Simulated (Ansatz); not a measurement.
# Ge (Cmcm) in Ansatz: a series of runs

The runs below take Ge through phonons, elastic constants, with PBE.

All numbers are computed with Ansatz 0.2.0; they aren't measurements. Logs are shortened: lines on timing, memory, paths and dates and some standing lists are left out, and cuts for length are marked.

**1. Starting point**

It takes space group Cmcm (No. 63, orthorhombic). Conventional cell: a = 2.976 Å, b = 5.189 Å, c = 4.728 Å, α = 90.00°, β = 90.00°, γ = 90.00°. Ge (site symmetry m2m) has 12 Ge at 2.92 to 2.99 Å as nearest neighbours.

This isn't the form of Ge at room conditions, which is diamond.

**2. Phonons, PBE**

input.yaml

```yaml
crystal:
  lattice:
    - [1.488052925, -2.59468961, 0.0]
    - [1.488052925, 2.59468961, 0.0]
    - [0.0, 0.0, 4.72759579]
  atoms:
    - { symbol: Ge, position: [0.33344663, 0.66655337, 0.25] }
    - { symbol: Ge, position: [0.66655337, 0.33344663, 0.75] }
hamiltonian:
  xc: pbe
  pseudopotentials: { kind: paw }
kpoints:
  mp_grid: { grid: [7, 7, 5] }
scf:
  occupations: { method: fermi_dirac, width: 0.05 }
phonons:
  method: dfpt
```

Potentials or basis: Ansatz PAW.

Run with:

```bash
$ ansatz run input.yaml --threads 2 --pin off --max-ram 5632MiB --backend cpu --events-out ev --progress --plain --runs-dir out
```

The program printed:

```text
Warning: RAYON_NUM_THREADS=2 ignored (pool sized by the plan → 2); use --threads N
zone centre: on kpoints.mp_grid the ground state, and the responses unless they are solved on pairs of k-points, stand on 48 of the mesh's 245 k-points, reduced under 4 symmetry operations, with k and −k counted as one. Each operation leaves every solved displacement unchanged or reverses it
Engine: ansatz 0.2.0, aarch64-unknown-linux-gnu
Pseudopotentials: kind: paw
Pseudopotential: Ge, paw, valence charge 14, recommended cutoff 420 eV (normal), Ge.paw.azcp
Functional definition: PBE
  parameter kappa = 0.804
  parameter beta = 0.06672455060314922
  exchange = pbe_x(kappa = kappa, mu = beta*pi^2/3)
  correlation = pbe_c(beta = beta)
Crystal: 2 atoms, lattice volume = 36.507 Å³
Basis set: ecut = 420 eV, 695 PW (Γ), exchange–correlation on 40×40×64 points (8 copies of the dense FFT grid, shifted against one another)
Bands: 18, of which v1, the nominal top of the filled ones, is band 14 counted from 1 (13 counted from 0)
Symmetry: 8 space group operations
k-points: 48 of 245 (irreducible under 4 space group operations, time reversal used)
Non-local potential: Ge, projectors of the file, l = 0: 2, l = 1: 2, l = 2: 3, l = 3: 1
PAW form: soft (Blöchl's): semilocal exchange-correlation on the pseudo side does not see the compensation charge
PAW one-centre angular grid: Ge, 590 points (default); XC on 64 Gauss nodes
Initial density: superposition of atomic densities (neutral atoms: chi_scale 0, normalization atom), corrected by the library's trained network
Initial wavefunctions: pseudopotential atomic-orbital guess
Functional: x = pbe(κ = 0.804, μ = 0.2195149727645171), c = pbe(β = 0.06672455060314922)
SCF iter   1: F=—  HF=-8589.235881 eV  |F-HF|=—  |Δ(HF+E_count)|=         —  Δρ=1.53e-3  dr2=3.95e-4  ethr=1.77e-3  ⟨swp⟩=5.0  Hψ=3522  notcnv=0
preconditioner: auto → none  [metal: Δε(μ)=0.060 eV  Ē_g=23.179 eV  σ=0.050 eV  W_gap=0.29  n_scr=8 (ndim 8)  ℏωp=32.5 eV  f_vac=0.000  D(μ)=0.83/eV (n_scr^D=2)  sad-step TF]
SCF iter   2: F=—  HF=-8589.235633 eV  |F-HF|=—  |Δ(HF+E_count)|=   2.48e-4  Δρ=9.76e-4  dr2=1.76e-4  ethr=1.41e-6  ⟨swp⟩=2.0  Hψ=1440  notcnv=0
SCF iter   3: F=—  HF=-8589.235796 eV  |F-HF|=—  |Δ(HF+E_count)|=   1.63e-4  Δρ=8.04e-5  dr2=1.33e-6  ethr=6.27e-7  ⟨swp⟩=2.0  Hψ=1046  notcnv=0
SCF iter   4: F=—  HF=-8589.235796 eV  |F-HF|=—  |Δ(HF+E_count)|=   4.63e-7  Δρ=2.90e-5  dr2=1.39e-7  ethr=4.74e-9  ⟨swp⟩=1.9  Hψ=937  notcnv=0
SCF iter   5: F=—  HF=-8589.235796 eV  |F-HF|=—  |Δ(HF+E_count)|=   2.43e-7  Δρ=2.76e-6  dr2=2.39e-9  ethr=4.95e-10  ⟨swp⟩=2.0  Hψ=1046  notcnv=0
SCF iter   6: F=—  HF=-8589.235796 eV  |F-HF|=—  |Δ(HF+E_count)|=   1.88e-9  Δρ=9.68e-7  dr2=1.50e-10  ethr=8.54e-12  ⟨swp⟩=2.0  Hψ=1527  notcnv=0
SCF iter   7: F=-8589.235796 eV  HF=-8589.235796 eV  |F-HF|=1.82e-12  |Δ(HF+E_count)|=  1.07e-10  Δρ=1.90e-7  dr2=9.74e-12  ethr=1.00e-12  ⟨swp⟩=5.5  Hψ=3400  notcnv=0
SCF 1 converged in 7 iterations: F = -8589.235796 eV  dr2 = 9.74e-12
DFPT response loops at Γ: preconditioner auto → Kerker (q_TF=auto, 2.610 Å⁻¹) (partly filled bands, converged f_vac=0.000); β = 1.00, the filter's whole step (`scf.mixing.beta` (0.50) is not read by the response loops under this deck's `scf.mixing.preconditioner`; to damp them name `kerker` or `kerker_dos`, under which they read `scf.mixing.beta`, and type it under 1.00, their step now; both keys bind the ground state too); Broyden in place of MSR1
SCF converged after 7 iterations
Free energy (F): -8589.235796 eV
Harris-Foulkes:  -8589.235796 eV  (|F-HF|=1.82e-12)
Internal energy: -8589.228846 eV  (E = F + TS)
E sigma→0 (E₀):  -8589.232321 eV
Entropy (-TS):   -0.006950 eV (-3.475 meV/atom)
Fermi energy:    11.598257 eV
--- Per-component energies (eV) ---
  E_band       = -212.459899
  E_kinetic    = 221.389258
  E_local      = -4200.610621  (includes V_loc(G=0)·N_el)
  E_nonlocal   = 830.280021
  E_hartree    = 1839.197684
  E_xc         = -151.771756
  E_vxc        = -129.801869  (∫ρ·V_xc dr)
  E_paw        = -4032.301222  (= ΣΔE_a)
  E_vpaw       = -612.112599  (= ΣTr[D̂ρ^β])
  E_aug_tail   = 0.000625  (compensation charges beyond the density's cutoff)
  E_ewald      = -3095.412836
  E_smearing   = -0.006950  (= −TS)
  E_closure    = -0.000000  (closes the sum)
  Σ components = -8589.235796   (vs F -8589.235796, Δ=0.00e0)
--- Band table (eV; the first three rows and the last of 48) ---
  k-point 0: bands = ["-13.1362", "-13.1242", "-13.1239", "-13.1204", "-13.1149", "-13.1117", "-13.1036", "-13.1027", "-13.0292", "-13.0284", "-1.8401", "4.0564", "5.9931", "18.1362", "18.2514", "20.2197", "20.3372", "21.6460"]
  k-point 1: bands = ["-13.1344", "-13.1314", "-13.1282", "-13.1244", "-13.1192", "-13.1160", "-13.0884", "-13.0870", "-13.0329", "-13.0320", "-1.5718", "2.4041", "8.1652", "18.3460", "18.4607", "19.2875", "20.1037", "20.2180"]
  k-point 2: bands = ["-13.1343", "-13.1311", "-13.1301", "-13.1284", "-13.1262", "-13.1251", "-13.0647", "-13.0634", "-13.0448", "-13.0437", "-0.7665", "0.5719", "11.5384", "15.3595", "18.9194", "19.0319", "19.6345", "19.7456"]
  k-point 47: bands = ["-13.1670", "-13.1563", "-13.1409", "-13.1279", "-13.0960", "-13.0637", "-13.0380", "-13.0321", "-13.0292", "-13.0219", "3.1578", "4.3644", "7.0141", "8.2176", "15.0552", "15.3140", "16.5807", "17.0355"]
--- Phonons (Γ-DFPT): 3 representative perturbations + reference, on 48 of 245 k-points (Σ response iterations 10) ---
  k mesh reduced under 4 symmetry operations, with k and −k counted as one. Each operation leaves every solved displacement unchanged or reverses it
  ASR residual: 5.538e-5 → 0.000e0 eV/Å²; symmetrization residual: 2.662e-13 eV/Å²
  ASR residual per site (eV/Å²): 5.54e-5 5.54e-5
  Γ frequencies (cm⁻¹): 0.00 0.00 0.00 50.54 53.93 158.03
  non-analytic LO–TO correction: not included (Born effective charges unavailable; polar crystals: no LO–TO splitting at Γ)
```

Run time: 7.1 s. Hardware: 2 threads of Arm Neoverse V1, shared host; peak memory 0.41 GiB.

Results:

* Free energy: -8589.2358 eV
* Band gap on the k mesh: none (metal or under the smearing width)
* Highest phonon frequency at Γ: 158 cm⁻¹

Levels at points of the mesh, in eV from the Fermi level:
| k point | band 12 | band 13 | band 14 | band 15 | band 16 | band 17 |
| --- | --- | --- | --- | --- | --- | --- |
| (0.00, 0.00, 0.00) | -7.54 | -5.61 | 6.54 | 6.65 | 8.62 | 8.74 |

Phonon frequencies in cm⁻¹ (negative: imaginary):
```
              q point      frequencies
(0.000, 0.000, 0.000)  0 0 0 51 54 158
```

**3. Elastic constants, PBE**

Edit input.yaml of step 2 so:

```diff
@@ -15,3 +15,7 @@
   occupations: { method: fermi_dirac, width: 0.05 }
-phonons:
-  method: dfpt
+output:
+  forces: true
+  stress: true
+elastic:
+  mode: relaxed_ion
+  stencil: two_point
```

Potentials or basis: Ansatz PAW.

Run with:

```bash
$ ansatz run input.yaml --threads 2 --pin off --max-ram 5632MiB --backend cpu --events-out ev --progress --plain --runs-dir out
```

Run time: 60 s. Hardware: 2 threads of Arm Neoverse V1, shared host; peak memory 0.36 GiB.

The run converged. Its results:

```
Free energy            : -8589.2358 eV
Pressure               : 4.2 GPa
Band gap on the k mesh : none (metal or under the smearing width)
Voigt bulk modulus     : 83 GPa
```

Stress tensor (GPa, compression positive):
```
4.27 0.00 0.00
0.00 3.87 0.00
0.00 0.00 4.47
```

Levels at points of the mesh, in eV from the Fermi level:
```
           k point  band 11  band 12  band 13  band 14  band 15  band 16  band 17  band 18
(0.00, 0.00, 0.00)   -13.44    -7.54    -5.61     6.52     6.67     8.65     8.71    10.05
```

Elastic tensor in Voigt notation (GPa, in the Cartesian axes of the cell as first typed):
```
119  80  65   0   0   0
 80 146  36   0   0   0
 66  37 120   0   0   0
  0   0   0  16   0   0
  0   0   0   0   1   0
  0   0   0   0   0  38
```

Caveat: the cell is more than 3 GPa from zero pressure, which shifts response properties; elastic constants of metals need much finer meshes, so these are rough.
